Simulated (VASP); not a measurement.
A run of VASP 6.6.1 is set up as follows.

File INCAR:

```
SYSTEM = Ta
ALGO     = Normal         ! electronic algorithm
EDIFF    = 1E-7           ! SCF threshold, eV
EDIFFG   = -0.01          ! ionic threshold
ENCUT    = 600            ! plane-wave cutoff, eV
GGA      = PS             ! functional
IBRION   = 2              ! ionic algorithm
ISIF     = 3              ! what is computed and relaxed
ISMEAR   = -1             ! smearing method
LASPH    = .True.         ! aspherical terms in the spheres
LCHARG   = .False.        ! write CHGCAR
LREAL    = .False.        ! projectors in reciprocal space
LWAVE    = .False.        ! write WAVECAR
NELM     = 60             ! most SCF steps
NSW      = 40             ! ionic steps
PREC     = Accurate       ! precision mode
SIGMA    = 0.05           ! smearing width, eV
```

The input KPOINTS:

```
k-points
0
Gamma
  23 23 23
  0 0 0
```

File POSCAR:

```
Ta
1.0
   -1.6512800000      1.6512800000      1.6512800000
    1.6512800000     -1.6512800000      1.6512800000
    1.6512800000      1.6512800000     -1.6512800000
Ta
1
Direct
    0.0000000000      0.0000000000      0.0000000000
```

Potentials or basis: VASP PAW PBE potentials, release 64 (Ta_pv).

Command:

```console
$ cat potpaw_PBE.64/Ta_pv/POTCAR > POTCAR
$ mpirun -np 1 vasp_std > vasp.out
```

Q: Predict the band gap on the k mesh.

A: None (metal or under the smearing width).

Q: Predict the space group after relaxing (to 0.05 Å).

A: Im-3m (No. 229).

Q: Predict the relaxed cell.

A: a = 2.844 Å, b = 2.844 Å, c = 2.844 Å, α = 109.47°, β = 109.47°, γ = 109.47°.

The path:
| step | energy change (eV) | largest force (eV/Å) | pressure (GPa) | volume (Å³) |
| --- | --- | --- | --- | --- |
| 1 | 0.0000 | 0.0000 | -3.62 | 18.01 |
| 2 | 0.0172 | 0.0000 | 9.49 | 16.97 |
| 3 | -0.0036 | 0.0000 | -0.06 | 17.70 |

Caveat: the PAW data sets were made with another functional, which shifts forces and pressure a little. The run has no spin-orbit coupling, so splittings on Ta are missing.
